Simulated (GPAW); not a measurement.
W, 1 atom in the cell. It takes space group Im-3m (No. 229, cubic). The conventional cell has a = 3.206 Å, b = 3.206 Å, c = 3.206 Å, α = 90.00°, β = 90.00°, γ = 90.00°. W (site symmetry m-3m) has 8 W at 2.78 Å as nearest neighbours. 

- Program: GPAW 26.7.0
- Task: optical spectrum
- Functional: PBE
- Potentials or basis: GPAW PAW data sets (gpaw-data 1.2.1)
- Cutoff: 450 eV
- Basis: pw
- k mesh: 9 × 9 × 9
- Occupations: fermi-dirac, width 0.05 eV
- Spin: no spin polarisation
- Eta: 0.1 eV
- Response ecut: 50 eV
- Scissors: 0 eV
- Kernel: RPA
- Maxiter: 150
- Response k mesh: 30 × 30 × 30
- Domega0: 0.05 eV
- Omega2: 10 eV
- Response bands: 17
- Directions: ["x"]
- Intraband: yes

Potentials or basis: GPAW PAW data sets (gpaw-data 1.2.1), pw.

The run is started by

```bash
$ OMP_NUM_THREADS=1 python run.py
```

Hardware: 1 thread of Arm Neoverse V1, with other jobs on the host.

Task: Estimate the wall time of this run.

Result: Wall time 100 s on 1 thread of Arm Neoverse V1, with other jobs on the host, peak memory 0.41 GiB. Counts: scf iterations 16, plane waves 370, bands 16, k points 35.
